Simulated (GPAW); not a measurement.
Runs of GPAW 26.7.0 on Ag. The structure is cubic, space group Fm-3m (No. 225). The conventional cell has a = 4.085 Å, b = 4.085 Å, c = 4.085 Å, α = 90.00°, β = 90.00°, γ = 90.00°. Ag (site symmetry m-3m) has 12 Ag at 2.89 Å as nearest neighbours. 

```tsv
task	level	potentials or basis	spin	cell	optimizer	fmax	max steps	convergence	eigensolver	gap on the mesh (eV)	pressure (GPa)	V0 of scaled cells (Å³/atom)	relaxed volume (Å³/atom)	B0 (GPa)
relaxation of cell and atoms	PBEsol+D4	PAW data sets generated in the run's folder for this functional, pw	off	relaxed	BFGS	0.02 eV/Å	60	density=1e-05 forces=0.0001	-	none	0.0	-	16.21	-
relaxation of cell and atoms	PBEsol+D3(BJ)	PAW data sets generated in the run's folder for this functional, pw	off	relaxed	BFGS	0.02 eV/Å	60	density=1e-05 forces=0.0001	-	none	0.0	-	15.91	-
relaxation of cell and atoms	PBEsol	PAW data sets generated in the run's folder for this functional, pw	off	relaxed	BFGS	0.02 eV/Å	60	density=1e-05 forces=0.0001	-	none	0.1	-	(a)	-
equation of state	PBEint	PAW data sets generated in the run's folder for this functional, pw	off	as given	-	-	-	-	-	-	-	16.89	-	110
band structure	PBEsol	PAW data sets generated in the run's folder for this functional, pw	SOC, no magnetisation	as given	-	-	-	-	-	-	(b)	-	-	-
equation of state	revPBE+D3(BJ)	the program's PAW data sets (release 1.2.1) made for this functional, pw	off	as given	-	-	-	-	-	-	-	16.47	-	118
relaxation of cell and atoms	PBEsol+D3(BJ)+ATM	PAW data sets generated in the run's folder for this functional, pw	off	relaxed	BFGS	0.02 eV/Å	60	density=1e-05 forces=0.0001	-	none	0.0	-	16.07	-
```

Alike in all rows: k mesh 11 × 11 × 11; cutoff (eV) 600; smearing fermi-dirac 0.05 eV.

**Question.** Estimate the missing entries.

**Answer.** (a) 16.60; (b) -2.9.

Caveats: later steps reuse the first step's grids (some runs); pairwise dispersion overbinds metals, which lowers pressure and volume (some runs); spin-orbit coupling was added after a scalar SCF, so levels and gaps hold it while energy, forces, pressure and moments don't (some runs); this program's spin-orbit splittings come out too wide for heavy elements (some runs).

A k mesh can miss the band edges, and rows without SOC leave out spin-orbit coupling on Ag.

A gap of «none» marks a metal or a gap under the smearing width.

Runs at the PBE level aren't shown here.
